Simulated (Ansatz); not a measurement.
ZnTe:
```cif
data_TeZn
_chemical_formula_sum 'Zn1 Te1'
_space_group_name_H-M_alt 'P 1'
_space_group_IT_number 1
_cell_length_a 4.36931
_cell_length_b 4.36931
_cell_length_c 4.36931
_cell_angle_alpha 60.000
_cell_angle_beta 60.000
_cell_angle_gamma 60.000
loop_
_space_group_symop_operation_xyz
  'x, y, z'
loop_
_atom_site_label
_atom_site_type_symbol
_atom_site_fract_x
_atom_site_fract_y
_atom_site_fract_z
_atom_site_occupancy
Zn1 Zn 0.50000 0.50000 0.50000 1
Te1 Te 0.75000 0.75000 0.75000 1
```

Relaxed with PBE.

Problem. Which orbitals make up the states near the band edges in the program Ansatz at the PBE level (PAW)?

Solution. Top 1 eV of the valence band: Te 5p 92 %. Bottom 1 eV of the conduction band: Zn 4s 53 %, Te 5p 25 %, Te 5s 12 %, outside the projected shells 10 %. Projections are on Löwdin-orthogonalised atomic valence shells; empty p or d shells of many metals are not among them.

Problem. Tabulate the density of states.

Solution. States/eV per cell of 2 atoms, in 0.25 eV bins, energy from the valence-band maximum.

```
E (eV)  total  Zn 3d  Te 5p  Zn 4s
------  -----  -----  -----  -----
-7.85    0.00   0.00   0.00   0.00
-7.60    0.00   0.00   0.00   0.00
-7.35    0.00   0.00   0.00   0.00
-7.10    0.00   0.00   0.00   0.00
-6.85    3.43   3.31   0.11   0.01
-6.60   32.11  31.45   0.50   0.09
-6.35    4.47   4.17   0.04   0.06
-6.10    0.00   0.00   0.00   0.00
-5.85    0.00   0.00   0.00   0.00
-5.60    0.00   0.00   0.00   0.00
-5.35    0.00   0.00   0.00   0.00
-5.10    0.00   0.00   0.00   0.00
-4.85    0.47   0.01   0.30   0.14
-4.60    3.27   0.09   1.90   1.16
-4.35    1.18   0.05   0.69   0.36
-4.10    0.73   0.04   0.42   0.20
-3.85    0.54   0.03   0.31   0.13
-3.60    0.39   0.02   0.23   0.09
-3.35    0.32   0.02   0.19   0.07
-3.10    0.25   0.01   0.14   0.05
-2.85    0.92   0.03   0.78   0.05
-2.60    1.59   0.04   1.41   0.06
-2.35    1.38   0.03   1.22   0.06
-2.10    1.81   0.04   1.62   0.05
-1.85    2.08   0.04   1.88   0.05
-1.60    1.99   0.04   1.81   0.04
-1.35    1.92   0.04   1.75   0.03
-1.10    1.90   0.05   1.74   0.02
-0.85    1.62   0.04   1.48   0.01
-0.60    0.90   0.02   0.83   0.01
-0.35    0.55   0.02   0.51   0.00
-0.10    0.17   0.01   0.16   0.00
0.15     0.00   0.00   0.00   0.00
0.40     0.00   0.00   0.00   0.00
0.65     0.00   0.00   0.00   0.00
0.90     0.00   0.00   0.00   0.00
1.15     0.00   0.00   0.00   0.00
1.40     0.01   0.00   0.00   0.00
1.65     0.02   0.00   0.00   0.01
1.90     0.13   0.00   0.03   0.07
2.15     0.41   0.00   0.11   0.21
2.40     0.82   0.00   0.23   0.36
2.65     1.41   0.00   0.39   0.52
2.90     2.44   0.01   0.67   0.84
3.15     1.69   0.00   0.45   0.58
3.40     0.99   0.00   0.25   0.31
3.65     0.88   0.00   0.18   0.23
3.90     0.81   0.00   0.11   0.16
4.15     0.79   0.00   0.06   0.09
4.40     0.92   0.00   0.06   0.07
4.65     1.98   0.00   0.13   0.12
4.90     2.20   0.00   0.13   0.10
5.15     1.28   0.00   0.09   0.06
5.40     1.35   0.00   0.08   0.05
5.65     2.02   0.00   0.08   0.04
5.90     1.83   0.00   0.07   0.04
```

Space group F-43m (zinc blende). The PBE relaxation kept the symmetry of its start. Scalar-relativistic: spin–orbit coupling is off unless named, which matters more the heavier the elements.

Potentials: the earlier of the program's two PAW sets.
